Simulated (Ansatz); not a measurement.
Here is an Ansatz 0.2.0 calculation.

input.yaml

```yaml
crystal:
  lattice:
    - [2.83632511, 0.0, 0.0]
    - [-1.41816255, 2.4563296, 0.0]
    - [0.0, 0.0, 2.76811278]
  atoms:
    - { symbol: Cu, position: [0.0, 0.0, 0.0] }
    - { symbol: O, position: [0.6666666667, 0.3333333333, 0.5] }
kpoints:
  mp_grid: { grid: [11, 11, 10] }
scf:
  occupations: { method: fermi_dirac, width: 0.05 }
hamiltonian:
  xc: pbe
  pseudopotentials: { kind: all_electron, datasets: crystal }
output:
  forces: true
  stress: true
  eigenvalues: true
  dos: { projected: false, de: 0.1, e_range: [-20, 8] }
  elf: true
  volumetric_format: npy
```

Potentials or basis: all-electron PAW datasets made for the crystal.

Launch:

```console
$ ansatz run input.yaml --threads 1 --pin off --max-ram 3072MiB --backend cpu --events-out ev --progress --plain --runs-dir out
```

**Question.** What does it give for the pressure?

**Answer.** -0.5 GPa.

**Question.** Predict the band gap on the k mesh.

**Answer.** None (metal or under the smearing width).

States per cell in windows of 1 eV (zero at the Fermi level; states under -8 eV left out):
| from (eV) | total |
| --- | --- |
| -8.0 | 0.05 |
| -7.0 | 0.76 |
| -6.0 | 1.53 |
| -5.0 | 1.70 |
| -4.0 | 1.95 |
| -3.0 | 2.06 |
| -2.0 | 4.39 |
| -1.0 | 2.43 |
| 0.0 | 1.13 |
| 1.0 | 0.01 |
| 2.0 | 0.05 |
| 3.0 | 0.10 |
| 4.0 | 0.18 |
| 5.0 | 0.52 |
| 6.0 | 0.94 |
| 7.0 | 0.18 |

Caveat: the program warned that the printed levels may be off, so bands, gaps and densities of states are rough; an odd number of electrons without spin polarisation forces a metal; a magnetic or distorted state may lie lower; the run has no spin polarisation, though such a crystal can be magnetic; semilocal functionals often make such compounds metallic where correlation or magnetic order opens a gap, which also shifts bond lengths. With open d or f shells a metallic result of PBE can be an artefact of self-interaction; +U or a hybrid may open a gap.
